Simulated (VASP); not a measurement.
Set up this calculation in VASP 6.6.1, as the native input.

- Task: relaxation of cell and atoms
- Functional: r2SCAN
- Potentials or basis: VASP PAW PBE potentials, release 64 (Pt)
- Cutoff: 600 eV
- k mesh: 18 × 18 × 18
- Occupations: gaussian, width 0.1 eV
- Spin: no spin polarisation
- Further INCAR settings: ALGO = Normal; EDIFF = 1e-07; IBRION = 2; EDIFFG = -0.005; NSW = 90; ISIF = 3

The structure of Pt lies in POSCAR:

```
Pt
1.0
   -1.5570610900      1.5570610900      1.5570610900
    1.5570610900     -1.5570610900      1.5570610900
    1.5570610900      1.5570610900     -1.5570610900
Pt
1
Direct
    0.0000000000      0.0000000000      0.0000000000
```

This isn't the form of Pt at room conditions, which is fcc.

One way to write it, as run:

INCAR

```
SYSTEM = Pt
  PREC = Accurate
  ENCUT = 600
  EDIFF = 1E-7
  ISMEAR = 0
  SIGMA = 0.1
  LREAL = .False.
  LASPH = .True.
  NELM = 60
  ALGO = Normal
  ISIF = 3
  LWAVE = .False.
  LCHARG = .False.
  METAGGA = R2SCAN
  LMIXTAU = .True.
  IBRION = 2
  NSW = 90
  EDIFFG = -0.005
```

KPOINTS

```
Automatic mesh
0
Gamma
  18 18 18
  0 0 0
```

Potentials or basis: VASP PAW PBE potentials, release 64 (Pt).

Command:

```console
$ cat potpaw_PBE.64/Pt/POTCAR > POTCAR
$ mpirun -np 1 vasp_std > vasp.out
```

Results of the run:

```
Relaxed volume                         : 15.51 Å³/atom
Relaxed cell                           : a = 2.721 Å, b = 2.721 Å, c = 2.721 Å, α = 109.47°, β = 109.47°, γ = 109.47°
Space group after relaxing (to 0.05 Å) : Im-3m (No. 229)
Energy gained by relaxing              : 9.1 meV/atom
Ionic steps                            : 4
Pressure after relaxing                : 0.0 GPa
Band gap on the k mesh                 : none (metal or under the smearing width)
```

Caveat: the PAW data sets were made with another functional, which shifts forces and pressure a little.

It took 7.3 min on 1 thread of Intel(R) Xeon(R) Platinum 8175M CPU @ 2.50GHz (Skylake/Cascade Lake) (shared host), peak memory 0.18 GiB.
